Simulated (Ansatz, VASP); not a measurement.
# InP in two plane-wave programs, part 2 of 2

Aim: how closely do two programs agree when they are given the same cell, functional and k mesh? The cell is taken from a series of VASP runs on this material, whose earlier steps may have relaxed, scaled or displaced it; both programs get it as it stands.

VASP 6.6.1 and Ansatz 0.2.0.

So far. Step 2 (VASP: band structure, PBE with D3(BJ)): The run ends at a pressure of 0.01 GPa.

### Step 7. Ansatz: single point, PBE with D3(BJ)

Level of this step: Ansatz beside VASP: Kohn-Sham DFT, plane waves, PBE with D3(BJ) (Ansatz).

The same cell, functional, mesh and smearing now go to Ansatz, which takes its cutoff from its data sets.

The cell is taken from a series of VASP runs on this material, whose earlier steps may have relaxed, scaled or displaced it; both programs get it as it stands.

The input, input.yaml:

```yaml
crystal:
  lattice:
    - [0.0, 2.9457387471, 2.9457387471]
    - [2.9457387471, 0.0, 2.9457387471]
    - [2.9457387471, 2.9457387471, 0.0]
  atoms:
    - { symbol: In, position: [0.0, 0.0, 0.0] }
    - { symbol: P, position: [0.25, 0.25, 0.25] }
hamiltonian:
  xc: pbe
  pseudopotentials: { kind: paw }
  dispersion: d3bj
kpoints:
  mp_grid: { grid: [10, 10, 10] }
scf:
  occupations: { method: gaussian, width: 0.05 }
  n_extra_bands: 4
output:
  forces: true
  stress: true
  eigenvalues: true
  write_density: true
  write_potential: true
  elf: true
  volumetric_format: npy
```

Run with:

```console
$ ansatz run input.yaml --threads 2 --pin off --max-ram 4608MiB --backend cpu --events-out ev --progress --plain --runs-dir out
```

Numbers of over 12 decimals in the logs are rounded to 6 here.

The program printed:

```text
[...]
Crystal: 2 atoms, lattice volume = 51.123 Å³
Basis set: ecut = 420 eV, 965 PW (Γ), exchange–correlation on 60×60×60 points (8 copies of the dense FFT grid, shifted against one another)
Bands: 13, of which v1, the nominal top of the filled ones, is band 9 counted from 1 (8 counted from 0)
Symmetry: 24 space group operations
[...]
k-points: 47 of 1000 (time reversal used)
[...]
--- Band table (eV; the first three rows and the last of 47) ---
  k-point 0: bands = [... 5 lower, -4.6121, 6.7991, 6.7991, 6.7991, 7.4299, 10.8895, 10.8895, 10.8895]
  k-point 1: bands = [... 5 lower, -4.5000, 5.6343, 6.6784, 6.6784, 8.2365, 10.9492, 11.0725, 11.0725]
  k-point 2: bands = [... 5 lower, -4.1782, 4.1238, 6.4038, 6.4038, 8.5857, 11.4404, 11.4404, 11.5516]
  k-point 46: bands = [... 5 lower, -2.2365, 1.2502, 3.9672, 4.0059, 10.5909, 10.7916, 12.9072, 13.3703]
[key lines of the parts left out:]
SCF converged after 6 iterations
Free energy (F): -6354.613121 eV
Fermi energy:    7.116636 eV
P = ⅓ Tr σ = 0.0735 GPa (0.735 kbar)
```

It took 4.1 s on 2 threads of Arm Neoverse N1, shared host; peak memory 0.32 GiB; 7.6 s of CPU time.

The run ends at a pressure of 0.07 GPa.

### Step 8. Comparison

The two programs side by side:

```
              quantity  Ansatz   VASP  difference
        pressure (GPa)    0.07   0.02       +0.06
gap on the k mesh (eV)   0.631  0.627      +0.004
```

A gap on the mesh is an upper bound, since the band edges may lie between its points. Ansatz's pressure holds a Pulay correction of 0.04 GPa; VASP's holds none.

### Step 9. Further runs

Further runs change the set-up of one program: Ansatz's method, potentials or start, or VASP's data sets, cutoff or form of LDA. The table gives Ansatz less VASP for each quantity, since a change that brings one quantity closer may part another.

```csv
run,pressure (GPa),gap on the k mesh (eV)
as above,0.057,0.0041
Ansatz's all-electron LAPW method,0.056,0.0026
```

### Step 10. VASP: band structure, PBE with D3(BJ), spin-orbit coupling

The same path points are solved in both programs, so levels can be compared one by one.

The input, INCAR:

```
SYSTEM = InP
PREC = Accurate
ENCUT = 400
EDIFF = 1E-06
NELM = 100
ISMEAR = 0
SIGMA = 0.05
LREAL = .FALSE.
ALGO = Normal
GGA = PE
IVDW = 12
LNONCOLLINEAR = .TRUE.
MAGMOM = 0 0 0 0 0 0
NBANDS = 30
GGA_COMPAT = .FALSE.
LASPH = .TRUE.
LSORBIT = .TRUE.
LORBIT = 11
LWAVE = .FALSE.
LCHARG = .FALSE.
KPAR = 2
```

The input, POSCAR:

```
InP
1.0
    0.0000000000      2.9457387471      2.9457387471
    2.9457387471      0.0000000000      2.9457387471
    2.9457387471      2.9457387471      0.0000000000
In P
1 1
Direct
    0.0000000000      0.0000000000      0.0000000000
    0.2500000000      0.2500000000      0.2500000000
```

The input, KPOINTS:

```
Automatic mesh
0
Gamma
5 5 5
0 0 0
```

The input, KPOINTS_OPT:

```
Line mode
16
Line-mode
Reciprocal
  0.00000000   0.00000000   0.00000000 GAMMA
  0.50000000   0.00000000   0.50000000 X

  0.50000000   0.00000000   0.50000000 X
  0.50000000   0.25000000   0.75000000 W

  0.50000000   0.25000000   0.75000000 W
  0.37500000   0.37500000   0.75000000 K

  0.37500000   0.37500000   0.75000000 K
  0.00000000   0.00000000   0.00000000 GAMMA

  0.00000000   0.00000000   0.00000000 GAMMA
  0.50000000   0.50000000   0.50000000 L

  0.50000000   0.50000000   0.50000000 L
  0.62500000   0.25000000   0.62500000 U

  0.62500000   0.25000000   0.62500000 U
  0.50000000   0.25000000   0.75000000 W

  0.50000000   0.25000000   0.75000000 W
  0.50000000   0.50000000   0.50000000 L

  0.50000000   0.50000000   0.50000000 L
  0.37500000   0.37500000   0.75000000 K

  0.62500000   0.25000000   0.62500000 U
  0.50000000   0.00000000   0.50000000 X
```

The projector-augmented-wave data sets are In_d and P (PBE family, release 64).

Run with:

```console
$ mpirun -np 2 vasp_ncl
```

The program printed:

```text
[... set-up lines as in an earlier step ...]
 entering main loop
       N       E                     dE             d eps       ncg     rms          rms(c)
DAV:   1     0.145841165389E+03    0.14584E+03   -0.69217E+03   846   0.115E+03
DAV:   2     0.657680157237E+01   -0.13926E+03   -0.13326E+03   852   0.323E+02
DAV:   3    -0.816945545617E+01   -0.14746E+02   -0.14510E+02  1038   0.118E+02
DAV:   4    -0.878727644970E+01   -0.61782E+00   -0.61650E+00  1022   0.247E+01
[...]
DAV:  11    -0.839697699292E+01   -0.16163E-03   -0.28220E-04  1018   0.177E-01    0.197E-02
DAV:  12    -0.839699047173E+01   -0.13479E-04   -0.36022E-05  1118   0.470E-02    0.175E-02
DAV:  13    -0.839699051545E+01   -0.43724E-07   -0.21056E-06  1056   0.121E-02
   1 F= -.90135856E+01 E0= -.90135856E+01  d E =-.799454E-14  mag=    -0.0000    -0.0000     0.0000
 Start KPOINTS_OPT (optional k-point list driver)
k-point batch [1-14\160]
       N       E                     dE             ncg
DAV:   1     0.102682433179E+04   -0.16782E+04      840
DAV:   2    -0.907780208897E+03   -0.19346E+04      846
DAV:   3    -0.113374873035E+04   -0.22597E+03     1062
DAV:   4    -0.114360695779E+04   -0.98582E+01     1008
DAV:   5    -0.114410631433E+04   -0.49936E+00     1300
DAV:   6    -0.114411163834E+04   -0.53240E-02     1046
DAV:   7    -0.114411195187E+04   -0.31354E-03     1272
DAV:   8    -0.114411195802E+04   -0.61411E-05     1054
DAV:   9    -0.114411195823E+04   -0.21640E-06      666
[...]
k-point batch [155-160\160]
       N       E                     dE             ncg
DAV:   1     0.467997390464E+04   -0.27982E+04      366
DAV:   2     0.387195395802E+04   -0.80802E+03      366
DAV:   3     0.378695533073E+04   -0.84999E+02      474
DAV:   4     0.378401620185E+04   -0.29391E+01      512
DAV:   5     0.378386503903E+04   -0.15116E+00      582
DAV:   6     0.378386342232E+04   -0.16167E-02      552
DAV:   7     0.378386334938E+04   -0.72940E-04      502
DAV:   8     0.378386334766E+04   -0.17232E-05      568
DAV:   9     0.378386334761E+04   -0.43161E-07      382
```

Parts of OUTCAR (step 10):

```text
 Edisp (eV)   -0.61660

  Total      -0.00392    -0.00392    -0.00392     0.00000     0.00000    -0.00000
  in kB      -0.12291    -0.12291    -0.12291     0.00000     0.00000    -0.00000
  external pressure =       -0.12 kB  Pullay stress =        0.00 kB

  FREE ENERGIE OF THE ION-ELECTRON SYSTEM (eV)
  ---------------------------------------------------
  free  energy   TOTEN  =        -9.0135856026 eV

  energy  without entropy=       -9.0135856026  energy(sigma->0) =       -9.01358560

 magnetization (x)
# of ion       s       p       d       tot
------------------------------------------
    1        0.000   0.000  -0.000   0.000
    2        0.000  -0.000   0.000  -0.000
--------------------------------------------------
tot          0.000  -0.000  -0.000  -0.000

 magnetization (y)
# of ion       s       p       d       tot
------------------------------------------
    1       -0.000   0.000   0.000  -0.000
    2        0.000  -0.000   0.000  -0.000
--------------------------------------------------
tot         -0.000  -0.000   0.000  -0.000

 magnetization (z)
# of ion       s       p       d       tot
------------------------------------------
    1       -0.000  -0.000  -0.000  -0.000
    2        0.000  -0.000   0.000  -0.000
--------------------------------------------------
tot          0.000  -0.000  -0.000  -0.000

[... 2 parts as in an earlier step ...]

[... 2 further parts left out ...]
[key lines of the parts left out:]
E-fermi :   5.3145
```

The run ends at a pressure of -0.01 GPa.

### Step 11. Ansatz: band structure, PBE with D3(BJ), spin-orbit coupling

The same cell, functional, mesh and smearing now go to Ansatz, which takes its cutoff from its data sets.

The cell is taken from a series of VASP runs on this material, whose earlier steps may have relaxed, scaled or displaced it; both programs get it as it stands.

The input, input.yaml:

```yaml
crystal:
  lattice:
    - [0.0, 2.9457387471, 2.9457387471]
    - [2.9457387471, 0.0, 2.9457387471]
    - [2.9457387471, 2.9457387471, 0.0]
  atoms:
    - { symbol: In, position: [0.0, 0.0, 0.0] }
    - { symbol: P, position: [0.25, 0.25, 0.25] }
hamiltonian:
  xc: pbe
  pseudopotentials: { kind: paw_fr }
  dispersion: d3bj
magnetization:
  noncollinear: true
  spin_orbit: true
kpoints:
  mp_grid: { grid: [5, 5, 5] }
  band_path:
    path:
      - [0.0, 0.0, 0.0]
      - [0.16667, 0.0, 0.16667]
      - [0.33333, 0.0, 0.33333]
      - [0.5, 0.0, 0.5]
      - [0.5, 0.08333, 0.58333]
      - [0.5, 0.18333, 0.68333]
      - [0.5, 0.25, 0.75]
      - [0.45, 0.3, 0.75]
      - [0.40833, 0.34167, 0.75]
      - [0.35, 0.35, 0.7]
      - [0.225, 0.225, 0.45]
      - [0.075, 0.075, 0.15]
      - [0.03333, 0.03333, 0.03333]
      - [0.23333, 0.23333, 0.23333]
      - [0.4, 0.4, 0.4]
      - [0.51667, 0.46667, 0.51667]
      - [0.55833, 0.38333, 0.55833]
      - [0.60833, 0.28333, 0.60833]
      - [0.60833, 0.25, 0.64167]
      - [0.55833, 0.25, 0.69167]
      - [0.51667, 0.25, 0.73333]
      - [0.5, 0.3, 0.7]
      - [0.5, 0.38333, 0.61667]
      - [0.5, 0.48333, 0.51667]
      - [0.475, 0.475, 0.55]
      - [0.425, 0.425, 0.65]
      - [0.38333, 0.38333, 0.73333]
      - [0.59167, 0.18333, 0.59167]
      - [0.55, 0.1, 0.55]
      - [0.5, 0.0, 0.5]
    npoints: 1
scf:
  occupations: { method: gaussian, width: 0.05 }
  n_extra_bands: 14
output:
  forces: true
  stress: true
  eigenvalues: true
```

Run with:

```console
$ ansatz run input.yaml --threads 2 --pin off --max-ram 4608MiB --backend cpu --events-out ev --progress --plain --runs-dir out
```

The program printed:

```text
[...]
non-collinear run that drives no moment, with spin-orbit: no starting moment large enough to seed its density (crystal.atoms[].spin), no starting occupations that ask for one, no magnetisation constraint and no magnetic field, so the semilocal B_xc is pinned to zero
Crystal: 2 atoms, lattice volume = 51.123 Å³
[...]
k-point 1: bands = [... 14 lower, 6.3706, 6.3706, 6.4530, 6.4664, 8.5921, 8.5921, 11.2540, 11.2540, ... 10 higher]
  k-point 2: bands = [... 14 lower, 5.8760, 5.8760, 5.9820, 5.9892, 8.3317, 8.3317, 11.5452, 11.5452, ... 10 higher]
  k-point 9: bands = [... 14 lower, 3.7788, 3.8709, 4.5681, 4.6614, 10.6225, 10.6383, 10.8265, 10.8748, ... 10 higher]
[key lines of the parts left out:]
SCF converged after 7 iterations
Magnetization: |M| = 0.0000 μB,  M = (+0.0000, +0.0000, +0.0000) μB
Free energy (F): -6356.504357 eV
Fermi energy:    7.145413 eV
P = ⅓ Tr σ = 0.0221 GPa (0.221 kbar)
```

Run time: 9.3 s. Hardware: 2 threads; peak memory 0.39 GiB.

### Step 12. Differences

What differs besides the data sets and the points named for the pairs above, as far as they apply: spin-orbit coupling enters by fully relativistic files in Ansatz and inside the spheres in VASP. Total energies have different zeros and are not compared.

The two programs side by side:

| quantity | Ansatz | VASP | difference |
| --- | --- | --- | --- |
| pressure (GPa) | 0.02 | -0.01 | +0.03 |
| gap over the path points (eV) | 0.597 | 0.593 | +0.004 |

Levels at points of the path, from each program's valence-band top (eV; 6 filled, then empty):

```
k (reciprocal lattice)                                                             Ansatz                                                               VASP
     0.000 0.000 0.000      -0.10 -0.10 0.00 0.00 0.00 0.00 0.60 0.60 3.74 3.74 4.19 4.19      -0.10 -0.10 0.00 0.00 0.00 0.00 0.59 0.59 3.75 3.75 4.20 4.20
     0.167 0.000 0.167  -2.19 -2.19 -0.87 -0.87 -0.79 -0.79 2.56 2.56 3.08 3.08 5.10 5.10  -2.19 -2.19 -0.86 -0.86 -0.79 -0.79 2.55 2.55 3.08 3.08 5.12 5.12
     0.333 0.000 0.333  -4.45 -4.45 -1.94 -1.94 -1.85 -1.85 2.03 2.03 2.81 2.81 7.37 7.37  -4.45 -4.45 -1.94 -1.94 -1.85 -1.85 2.03 2.03 2.80 2.80 7.38 7.38
     0.500 0.000 0.500  -5.72 -5.72 -2.36 -2.36 -2.26 -2.26 1.75 1.75 2.24 2.24 9.08 9.08  -5.72 -5.72 -2.35 -2.35 -2.26 -2.26 1.75 1.75 2.23 2.23 9.09 9.09
     0.500 0.083 0.583  -5.69 -5.68 -2.56 -2.49 -2.43 -2.42 2.15 2.21 2.62 2.63 8.22 8.25  -5.69 -5.68 -2.56 -2.48 -2.43 -2.42 2.15 2.21 2.62 2.62 8.23 8.27
     0.500 0.183 0.683  -5.60 -5.59 -2.92 -2.83 -2.78 -2.74 3.47 3.53 3.76 3.77 6.28 6.45  -5.61 -5.59 -2.91 -2.83 -2.78 -2.74 3.47 3.53 3.75 3.77 6.29 6.45
     0.500 0.250 0.750  -5.58 -5.57 -3.00 -2.92 -2.87 -2.81 4.25 4.25 4.27 4.30 5.35 5.59  -5.58 -5.57 -3.00 -2.92 -2.87 -2.81 4.25 4.25 4.27 4.30 5.36 5.60
     0.450 0.300 0.750  -5.57 -5.56 -3.18 -3.09 -2.52 -2.44 3.34 3.38 4.35 4.36 5.97 6.14  -5.58 -5.57 -3.18 -3.09 -2.51 -2.44 3.34 3.38 4.35 4.36 5.98 6.14
     0.408 0.342 0.750  -5.58 -5.57 -3.29 -3.20 -2.09 -2.05 2.55 2.59 4.32 4.34 6.83 6.95  -5.58 -5.57 -3.29 -3.20 -2.09 -2.05 2.55 2.58 4.32 4.34 6.84 6.96
     0.350 0.350 0.700  -5.51 -5.50 -3.40 -3.31 -1.78 -1.77 2.47 2.48 4.81 4.82 6.95 6.98  -5.51 -5.50 -3.39 -3.31 -1.78 -1.77 2.47 2.48 4.81 4.82 6.96 6.99
```

Among the levels compared at these points, filled levels agree within 5 meV and empty ones within 16 meV. Ansatz's pressure holds a Pulay correction of 0.04 GPa; VASP's holds none.

### Step 13. What came out

```
difference in gap over the path points (band structure, PBE with D3(BJ))                      : 0.0039 eV
difference in gap on the k mesh (single point, PBE with D3(BJ))                               : 0.0041 eV
difference in gap over the path points (band structure, PBE with D3(BJ), spin-orbit coupling) : 0.0043 eV
```

**Reading.** The difference in gap over the path points is 0.0043 eV (band structure, PBE with D3(BJ), spin-orbit coupling), within the 0.08 eV picked in this series as the mark of a large difference. Band structure, PBE with D3(BJ), Ansatz's all-electron LAPW method: the difference in gap over the path points goes from 0.0039 to 0.0024 eV. Single point, PBE with D3(BJ), Ansatz's all-electron LAPW method: the difference in gap on the k mesh goes from 0.0041 to 0.0026 eV. Such differences can come from data sets, numerical settings and the points named under the comparisons, not from the functional's error against experiment.

[Lines on the potential files, build, host, timing and source positions are cut from VASP's logs without a mark.]

[Logs are printed without paths, hosts, clocks, repeated set-up lines and the standing remarks that a program may print on its own settings, such as how far it seeks lower states.]

[Hosts, paths, dates, database ids (printed as entryN), source tags and the programs' standing remarks are cut or masked in the printed files.]
